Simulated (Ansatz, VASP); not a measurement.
# Mo: VASP beside Ansatz

```
Mo
1.0
    -1.58381    1.58381    1.58381
     1.58381   -1.58381    1.58381
     1.58381    1.58381   -1.58381
Mo
1
Cartesian
  0.0000 0.0000 0.0000
```

Alike in both runs: task relaxation of cell and atoms; functional BLYP; k mesh 12 × 12 × 12; occupations fermi-dirac, width 0.05 eV; no spin polarisation.

|  | VASP | Ansatz |
| --- | --- | --- |
| version | VASP 6.6.1 | Ansatz 0.2.0 |
| potentials or method | VASP PAW PBE potentials, release 64 (Mo_sv), cutoff 600 eV | all-electron LAPW, scalar-relativistic |

Ansatz gave:

| Item | Value |
| --- | --- |
| relaxed volume (Å³/atom) | 16.40 |
| relaxed cell length with the largest relative difference (Å) | 2.772 |
| energy change over the relaxation (meV/atom) | -13 |

Task: What did VASP give for the same quantities?

Result: Relaxed volume (Å³/atom): 16.46; relaxed cell length with the largest relative difference (Å): 2.776; energy change over the relaxation (meV/atom): -15.

Ansatz ran all-electron here, so the differences hold the error of VASP's frozen core and of both bases.

Caveats: the PAW data sets were made with another functional, which shifts forces and pressure a little (VASP).
